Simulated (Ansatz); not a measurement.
# ZrS2 in Ansatz: reference runs

How does ZrS2 come out in PBE? The cell is run as given.

Program: Ansatz 0.2.0. These are calculated values, not measurements. Logs are shortened: lines on timing, memory, paths and dates and some standing lists are left out, and cuts for length are marked.

**1. The cell of the first run**

The cell holds a slab with vacuum, 6 atoms: a = 3.630 Å, b = 3.630 Å, c = 23.766 Å, α = 90.00°, β = 90.00°, γ = 120.00°.

**2. Single point, PBE (the (0 0 1) slab of ZrS2, cut from the database cell, not relaxed)**

input.yaml reads:

```yaml
crystal:
  lattice:
    - [3.6299990405, 0.0, 0.0]
    - [-1.8149995203, 3.1436713849, 0.0]
    - [0.0, 0.0, 23.76564]
  atoms:
    - { symbol: S, position: [0.6666666667, 0.3333333334, 0.3155816549] }
    - { symbol: Zr, position: [0.0, 0.0, 0.3769231546] }
    - { symbol: S, position: [0.3333333333, 0.6666666666, 0.4382646543] }
    - { symbol: S, position: [0.6666666667, 0.3333333334, 0.5617353457] }
    - { symbol: Zr, position: [0.0, 0.0, 0.6230768454] }
    - { symbol: S, position: [0.3333333333, 0.6666666666, 0.6844183451] }
hamiltonian:
  xc: pbe
  pseudopotentials: { kind: paw }
kpoints:
  mp_grid: { grid: [8, 8, 1] }
scf:
  occupations: { method: fermi_dirac, width: 0.05 }
output:
  forces: true
  eigenvalues: true
efield:
  axis: 3
  dipole_correction: true
  ramp_width: 0.04
```

Potentials or basis: Ansatz PAW.

The run is started by

```console
$ ansatz run input.yaml --threads 4 --pin off --max-ram 11264MiB --backend cpu --events-out ev --progress --plain --runs-dir out
```

The program printed:

```text
Warning: RAYON_NUM_THREADS=4 ignored (pool sized by the plan → 4); use --threads N
Engine: ansatz 0.2.0, aarch64-unknown-linux-gnu
Pseudopotentials: kind: paw
Pseudopotential: S, paw, valence charge 6, recommended cutoff 420 eV (normal), S.paw.azcp
Pseudopotential: Zr, paw, valence charge 12, recommended cutoff 420 eV (normal), Zr.paw.azcp
Functional definition: PBE
  parameter kappa = 0.804
  parameter beta = 0.06672455060314922
  exchange = pbe_x(kappa = kappa, mu = beta*pi^2/3)
  correlation = pbe_c(beta = beta)
Crystal: 6 atoms, lattice volume = 271.202 Å³
Basis set: ecut = 420 eV, 5215 PW (Γ), exchange–correlation on 50×50×320 points (8 copies of the dense FFT grid, shifted against one another)
Bands: 30, of which v1, the nominal top of the filled ones, is band 24 counted from 1 (23 counted from 0)
Symmetry: 6 space group operations
k-points: 10 of 64 (time reversal used)
Non-local potential: S, projectors of the file, l = 0: 2, l = 1: 2, l = 2: 2
Non-local potential: Zr, projectors of the file, l = 0: 3, l = 1: 2, l = 2: 2, l = 3: 2
PAW form: soft (Blöchl's): semilocal exchange-correlation on the pseudo side does not see the compensation charge
PAW one-centre angular grid: S, 110 points (default); XC on 64 Gauss nodes
PAW one-centre angular grid: Zr, 590 points (default); XC on 64 Gauss nodes
Initial density: superposition of atomic densities (neutral atoms: chi_scale 0, normalization atom), corrected by the library's trained network
Initial wavefunctions: pseudopotential atomic-orbital guess
Functional: x = pbe(κ = 0.804, μ = 0.2195149727645171), c = pbe(β = 0.06672455060314922)
SCF iter   1: F=—  HF=-11985.221482 eV  |F-HF|=—  |Δ(HF+E_count)|=         —  Δρ=1.23e-3  dr2=2.77e-2  ethr=1.77e-3  p=0.000 e·Å  D=2.92e-14 V/Å  ΔV_dip=-0.00 eV  dr2_dipole=2.88e-7  V_vac-E_F(+/−)=5.71/5.71 eV  ⟨swp⟩=6.3  Hψ=1405  notcnv=0
efield: sawtooth ramp at fractional position 0.9800 (placed from the atoms, in the widest stretch of the axis that holds none; the zero of the levels goes with the place), width 0.0400; the density the first Hamiltonian is built on has a dipole p = 0.000 e·Å; the dipole correction subtracts the counter field D = 2.92e-14 V/Å, which shifts the + side's vacuum level by -0.00 eV against the − side's; the planar-averaged density in the ramp window peaks in size at 4.0e-5 e/Å³
preconditioner: auto → Resta (q_TF=auto, 2.044 Å⁻¹)  ε∞=4.1  [insulator: Δε(μ)=0.986 eV  Ē_g=7.273 eV  σ=0.050 eV  W_gap=1.00  n_scr=32 (ndim 8)  ℏωp=12.8 eV  f_vac=0.495  D(μ)=0.00/eV (n_scr^D=0)  ε∞_Penn≈4.1  vacuum switching on, ρ_ref=3.8e-3 e/Å³]
SCF iter   2: F=—  HF=-11985.221620 eV  |F-HF|=—  |Δ(HF+E_count)|=   1.37e-4  Δρ=7.90e-4  dr2=4.71e-3  ethr=5.77e-5  p=-0.000 e·Å  D=-7.96e-5 V/Å  ΔV_dip=0.00 eV  dr2_dipole=4.08e-7  V_vac-E_F(+/−)=5.82/5.82 eV  ⟨swp⟩=2.2  Hψ=532  notcnv=0  defer=2
SCF iter   3: F=—  HF=-11985.221433 eV  |F-HF|=—  |Δ(HF+E_count)|=   1.86e-4  Δρ=3.64e-4  dr2=5.03e-4  ethr=9.82e-6  p=-0.000 e·Å  D=-1.43e-5 V/Å  ΔV_dip=0.00 eV  dr2_dipole=2.73e-10  V_vac-E_F(+/−)=5.81/5.81 eV  ⟨swp⟩=2.0  Hψ=370  notcnv=0  defer=2
SCF iter   4: F=—  HF=-11985.222015 eV  |F-HF|=—  |Δ(HF+E_count)|=   5.81e-4  Δρ=8.88e-5  dr2=5.49e-5  ethr=1.05e-6  p=-0.000 e·Å  D=-1.34e-5 V/Å  ΔV_dip=0.00 eV  dr2_dipole=2.53e-8  V_vac-E_F(+/−)=5.85/5.85 eV  ⟨swp⟩=2.1  Hψ=444  notcnv=0  defer=2
SCF iter   5: F=—  HF=-11985.222093 eV  |F-HF|=—  |Δ(HF+E_count)|=   7.80e-5  Δρ=3.11e-5  dr2=8.87e-6  ethr=1.14e-7  p=0.000 e·Å  D=2.35e-5 V/Å  ΔV_dip=-0.00 eV  dr2_dipole=5.37e-8  V_vac-E_F(+/−)=5.86/5.86 eV  ⟨swp⟩=2.0  Hψ=422  notcnv=0  defer=2
SCF iter   6: F=—  HF=-11985.222089 eV  |F-HF|=—  |Δ(HF+E_count)|=   3.47e-6  Δρ=1.23e-5  dr2=1.19e-6  ethr=1.85e-8  p=-0.000 e·Å  D=-5.80e-5 V/Å  ΔV_dip=0.00 eV  dr2_dipole=3.70e-7  V_vac-E_F(+/−)=5.87/5.87 eV  ⟨swp⟩=2.0  Hψ=429  notcnv=0  defer=2
SCF iter   7: F=—  HF=-11985.222089 eV  |F-HF|=—  |Δ(HF+E_count)|=   3.34e-7  Δρ=1.11e-5  dr2=1.77e-6  ethr=2.49e-9  p=0.000 e·Å  D=8.74e-5 V/Å  ΔV_dip=-0.00 eV  dr2_dipole=8.38e-7  V_vac-E_F(+/−)=5.87/5.87 eV  ⟨swp⟩=2.0  Hψ=434  notcnv=0  defer=2
SCF iter   8: F=—  HF=-11985.222089 eV  |F-HF|=—  |Δ(HF+E_count)|=   2.20e-7  Δρ=4.31e-6  dr2=2.28e-7  ethr=2.49e-9  p=0.000 e·Å  D=2.95e-5 V/Å  ΔV_dip=-0.00 eV  dr2_dipole=9.91e-8  V_vac-E_F(+/−)=5.87/5.87 eV  ⟨swp⟩=2.1  Hψ=348  notcnv=0  defer=2
SCF iter   9: F=-11985.222089 eV  HF=-11985.222089 eV  |F-HF|=1.37e-8  |Δ(HF+E_count)|=   1.74e-8  Δρ=1.19e-6  dr2=1.36e-8  ethr=2.08e-10  p=0.000 e·Å  D=5.44e-6 V/Å  ΔV_dip=-0.00 eV  dr2_dipole=3.63e-9  V_vac-E_F(+/−)=5.87/5.87 eV  ⟨swp⟩=7.2  Hψ=1220  notcnv=0
SCF 1 converged in 9 iterations: F = -11985.222089 eV  dr2 = 1.36e-8
SCF converged after 9 iterations
Free energy (F): -11985.222089 eV
Harris-Foulkes:  -11985.222089 eV  (|F-HF|=1.37e-8)
Internal energy: -11985.222084 eV  (E = F + TS)
E sigma→0 (E₀):  -11985.222087 eV
Entropy (-TS):   -0.000005 eV (-0.001 meV/atom)
Fermi energy:    0.822875 eV
Dipole field:    D = -0.000064 V/Å  (p = -0.000096 e·Å, saw-weighted, corrected)
Work function:   Φ+ = 5.8717 eV   Φ− = 5.8702 eV
Levels:          The Fermi level and band energies are counted from a zero that moves with the ramp; work functions are not
--- Per-component energies (eV) ---
  E_band       = -649.150934
  E_kinetic    = 1095.325320
  E_local      = -23717.057368  (includes V_loc(G=0)·N_el)
  E_nonlocal   = 269.290517
  E_hartree    = 11308.279702
  E_xc         = -714.380976
  E_vxc        = -734.767159  (∫ρ·V_xc dr)
  E_paw        = -8307.760057  (= ΣΔE_a)
  E_vpaw       = -178.498868  (= ΣTr[D̂ρ^β])
  E_aug_tail   = 0.000053  (compensation charges beyond the density's cutoff)
  E_efield     = 0.000000  (sawtooth field / dipole correction)
  E_vefield    = 0.000000  (∫n·V_field dr)
  E_ewald      = 8081.080725
  E_smearing   = -0.000005  (= −TS)
  E_closure    = 0.000000  (closes the sum)
  Σ components = -11985.222089   (vs F -11985.222089, Δ=0.00e0)
--- Forces (eV/Å), atoms counted from 1 ---
  atom   1  S      0.00000000     0.00000000    -0.18714677
  atom   2  Zr    -0.00000000     0.00000000    -0.04162586
  atom   3  S     -0.00000000     0.00000000     0.08712514
  atom   4  S      0.00000000     0.00000000    -0.08702669
  atom   5  Zr     0.00000000    -0.00000000     0.04154248
  atom   6  S     -0.00000000     0.00000000     0.18719166
  max |Σ_I F_I| component: 6.00e-5 eV/Å
--- Band table (eV; the first three rows and the last of 10) ---
  k-point 0: bands = ["-48.5022", "-48.5021", "-26.5819", "-26.5815", "-26.4161", "-26.4161", "-26.4159", "-26.4159", "-12.2951", "-12.1384", "-11.1380", "-10.9224", "-3.8615", "-3.2694", "-2.3511", "-2.3511", "-2.3285", "-2.3285", "-1.0120", "-0.0747", "0.2581", "0.2581", "0.3355", "0.3355", "1.9823", "1.9823", "2.0019", "2.0019", "2.8075", "3.0434"]
  k-point 1: bands = ["-48.4990", "-48.4989", "-26.5723", "-26.5719", "-26.4600", "-26.4599", "-26.4254", "-26.4253", "-12.1315", "-11.9769", "-11.1491", "-10.9547", "-3.6675", "-3.1141", "-2.7115", "-2.5339", "-2.2647", "-2.2314", "-0.6985", "-0.6668", "-0.4870", "-0.1475", "-0.0511", "0.0992", "2.0377", "2.0612", "2.4821", "2.4950", "3.0100", "3.3013"]
  k-point 2: bands = ["-48.4912", "-48.4911", "-26.5664", "-26.5663", "-26.5467", "-26.5465", "-26.4480", "-26.4478", "-11.7275", "-11.5845", "-11.1576", "-11.0161", "-3.3907", "-3.0084", "-2.8587", "-2.5922", "-2.1265", "-2.1054", "-2.0674", "-1.8707", "-0.6202", "-0.5079", "-0.3592", "-0.0369", "1.7534", "1.8041", "3.1765", "3.2111", "3.4501", "3.6934"]
  k-point 9: bands = ["-48.4779", "-48.4778", "-26.6530", "-26.6529", "-26.5727", "-26.5726", "-26.5088", "-26.5086", "-11.1227", "-11.0901", "-10.9286", "-10.9105", "-3.4068", "-3.3988", "-3.0399", "-2.9620", "-2.4636", "-2.3612", "-1.7432", "-1.7029", "-1.6815", "-1.5748", "-1.1277", "-1.0974", "2.5333", "2.6018", "3.4654", "3.5666", "3.6077", "3.6775"]
```

Run time: 2.6 s. Hardware: 4 threads of Arm Neoverse V1, shared host; peak memory 0.55 GiB.

Results:

```yaml
Free_energy: -11985.2221 eV
Largest_force: 0.187 eV/Å
Band_gap_on_the_k_mesh: 1.00 eV, indirect (least direct gap 1.65 eV)
Work_function_of_the_upper_face: 5.87 eV
Work_function_of_the_lower_face: 5.87 eV
Dipole_across_the_slab: 0.000 e·Å
```

Forces on the atoms (eV/Å):
```
S    0.000  0.000 -0.187
Zr   0.000  0.000 -0.042
S    0.000  0.000  0.087
S    0.000  0.000 -0.087
Zr   0.000  0.000  0.042
S    0.000  0.000  0.187
```

Levels at points of the mesh, in eV from the valence-band top:
```tsv
k point	band 21	band 22	band 23	band 24	band 25	band 26	band 27	band 28
(0.00, 0.00, 0.00)	-0.08	-0.08	0.00	0.00	1.65	1.65	1.67	1.67
(0.00, -0.50, 0.00)	-1.51	-1.04	-0.96	-0.89	1.00	1.11	3.46	3.47
```
